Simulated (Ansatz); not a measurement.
# A substitution in CdS

Method: PBE, scalar-relativistic; spin polarisation where moments were expected; PAW, 420 eV, Gaussian smearing of 0.05 eV; code Ansatz.

CdS was relaxed to zero pressure in the COD cell structure.

The structure is hexagonal, space group P6_3mc (No. 186). The conventional cell has a = 4.197 Å, b = 4.197 Å, c = 6.828 Å, α = 90.00°, β = 90.00°, γ = 120.00°. Cd (site symmetry 3m) is surrounded by 4 S at 2.57 Å. S (site symmetry 3m) is surrounded by 4 Cd at 2.57 Å. Neighbours are those within 15 % of a site's shortest distance, so a longer bond may be listed from one end only.

Results for CdS: a (Å) 4.197, c (Å) 6.828, V (Å³/atom) 26.04, shortest unlike bond (Å) 2.57, gap (eV) 1.11, B0 (GPa) 53, E_f (eV/atom) -0.66.

Question: All S is replaced by Se and the cell relaxed again in the same space group. What comes out?

Answer: CdSe: a (Å) 4.383, c (Å) 7.154, V (Å³/atom) 29.76, shortest unlike bond (Å) 2.68, gap (eV) 0.54, B0 (GPa) 45, E_f (eV/atom) -0.63.

The volume changes by +14.3 %, or +4.6 % in mean length, and the shortest unlike bond by 0.11 Å. The bulk modulus goes from 53.2 to 44.6 GPa, as V^−1.3: with like bonding the larger cell is the softer. For S, Se the 2 valence electrons of Cd just fill the anion's shell; these members are gapped.

Gaps are (generalised) Kohn–Sham gaps. Semilocal functionals put them too low, often by a third to a half, so a small gap or a slight overlap here can be a sizeable gap in the solid. E_f is the formation energy from the elements run alike, at 0 K, without zero-point energy or dispersion between the molecules, chains or layers of the solid elements; it is good to about 0.01 eV/atom as a calculation.

All runs used the PAW datasets of the set soft_2.
